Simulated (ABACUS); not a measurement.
**Pd: equation of state with BLYP**

Pd:

```
Pd
1.0
     0.00000    1.94650    1.94650
     1.94650    0.00000    1.94650
     1.94650    1.94650    0.00000
Pd
1
Cartesian
  0.0000 0.0000 0.0000
```

```yaml
Program: ABACUS 3.10.1
Task: equation of state
Functional: BLYP
Potentials_or_basis: SG15 ONCV 1.2 PBE
Cutoff: 1361 eV
Density_cutoff: 5442 eV
Basis: DZP LCAO (the cutoffs set its grid)
k_mesh: 11 × 11 × 11
Occupations: fermi-dirac, width 0.05 eV
Spin: no spin polarisation
```

| Property | Result |
| --- | --- |
| Equilibrium volume | 15.53 Å³/atom |
| Bulk modulus | 170 GPa |
| Pressure derivative of the bulk modulus | 4.9 (rough: it moves with the points fitted) |

Energy against volume, from the lowest point:
```csv
volume (Å³/atom),energy (meV/atom)
13.865,117.46
14.455,44.79
15.045,8.06
15.635,0.00
```

All runs of the series together: 13 s on 4 threads of Intel(R) Xeon(R) Platinum 8559C (Emerald Rapids), on a shared host.

Caveat: the atomic orbitals were generated for these runs and aren't a published set; the potentials were made for another functional, which shifts forces and pressure; the basis of atomic orbitals isn't converged, which shifts pressures, moduli and gaps. Zero-point motion and thermal expansion aren't in these numbers.
